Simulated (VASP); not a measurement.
A run of VASP 6.6.1 is set up as follows.

POSCAR

```
Ag
1.0
    0.0000000000      2.0427500000      2.0427500000
    2.0427500000      0.0000000000      2.0427500000
    2.0427500000      2.0427500000      0.0000000000
Ag
1
Direct
    0.0000000000      0.0000000000      0.0000000000
```

The input INCAR.step1:

```
SYSTEM = Ag
  PREC = Accurate
  ENCUT = 600
  EDIFF = 1E-5
  ISMEAR = -1
  SIGMA = 0.05
  LREAL = .False.
  LASPH = .True.
  NELM = 80
  ALGO = Normal
  LWAVE = .True.
  LCHARG = .False.
  GGA = PE
```

The input INCAR.step2:

```
SYSTEM = Ag
  PREC = Accurate
  ENCUT = 600
  EDIFF = 1E-7
  ISMEAR = -1
  SIGMA = 0.05
  LREAL = .False.
  LASPH = .True.
  NELM = 80
  ALGO = Normal
  ISIF = 3
  LWAVE = .False.
  LCHARG = .False.
  GGA = PE
  LHFCALC = .True.
  AEXX = 0.25
  PRECFOCK = Fast
  HFRCUT = -1
  IBRION = 2
  NSW = 60
  EDIFFG = -0.01
  ISTART = 1
```

File KPOINTS:

```
regular mesh
0
Gamma
  6 6 6
  0 0 0
```

Potentials or basis: VASP PAW PBE potentials, release 64 (Ag).

Command:

```sh
$ cat potpaw_PBE.64/Ag/POTCAR > POTCAR
$ cp INCAR.step1 INCAR
$ mpirun -np 1 vasp_std > vasp.out
$ cp INCAR.step2 INCAR
$ mpirun -np 1 vasp_std > vasp.out
```

Question: What does it give for the space group after relaxing (to 0.05 Å)?

Answer: Fm-3m (No. 225).

Question: Estimate the relaxed volume.

Answer: 18.03 Å³/atom.

Question: Predict the relaxed cell.

Answer: a = 2.943 Å, b = 2.943 Å, c = 2.943 Å, α = 60.00°, β = 60.00°, γ = 60.00°.

Step by step:
| step | energy change (eV) | largest force (eV/Å) | pressure (GPa) | volume (Å³) |
| --- | --- | --- | --- | --- |
| 1 | 0.0000 | 0.0000 | 4.44 | 17.05 |
| 2 | -0.0153 | 0.0000 | -0.93 | 18.24 |
| 3 | -0.0159 | 0.0000 | -0.20 | 18.08 |
| 4 | -0.0159 | 0.0000 | 0.02 | 18.03 |

Caveat: the k mesh is coarse (spacing up to 0.44 Å⁻¹), so the values aren't converged, least of all with exact exchange; the PAW data sets were made with another functional, which shifts forces and pressure a little. Zero-point motion and thermal expansion aren't in these numbers.
